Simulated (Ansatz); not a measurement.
Runs of Ansatz 0.2.0 on TiC. Symmetry: Fm-3m, No. 225, cubic system. Conventional cell: a = 4.331 Å, b = 4.331 Å, c = 4.331 Å, α = 90.00°, β = 90.00°, γ = 90.00°. Around Ti (site symmetry m-3m) lie 6 C at 2.17 Å. C (site symmetry m-3m) has 6 Ti at 2.17 Å as nearest neighbours. The cell is a database's computed one.

```tsv
task	level	k mesh	cutoff (eV)	points for each segment of the path	atoms under strain	q mesh	mesh quality	gap on the mesh (eV)	pressure (GPa)
band structure	BLYP	6 × 6 × 6	420	14	-	-	coarse	none	8.3
band structure	RPBE	6 × 6 × 6	420	14	-	-	coarse	none	(a)
single point	r2SCAN0	6 × 6 × 6	500	-	-	-	coarse	none	-4.9
band structure	LDA	6 × 6 × 6	420	14	-	-	coarse	none	-12.6
band structure	LDA	11 × 11 × 11	420	14	-	-	not flagged	none	-12.6
elastic constants	PBEsol	10 × 10 × 10	420	-	clamped	-	not flagged	none	-6.7
density of states	PBEsol	10 × 10 × 10	420	-	-	-	not flagged	none	-6.7
band structure	revPBE	6 × 6 × 6	420	14	-	-	coarse	none	(b)
phonons	PBEsol	10 × 10 × 10	420	8	-	2 × 2 × 2	not flagged	none	-
band structure	HSE06	6 × 6 × 6	420	4	-	-	coarse	none	-4.7
band structure	r2SCAN	6 × 6 × 6	500	14	-	-	coarse	none	-0.5
```

Alike in all rows: potentials or basis Ansatz PAW; no spin polarisation; cell as given; smearing fermi-dirac 0.05 eV.

**Question.** Estimate the missing entries.

**Answer.** (a) 4.9; (b) 3.7.

Caveats: some runs use coarse meshes; the PAW data sets come from PBE, with cores solved anew for the run's functional, which leaves a small shift of forces and pressure; the thresholds are loose for stress (some runs); the cell is more than 3 GPa from zero pressure, which shifts response properties (some runs); elastic constants of metals need much finer meshes, so these are rough (some runs).

A gap of «none» marks a metal or a gap under the smearing width.

Runs at the PBE level aren't shown here.
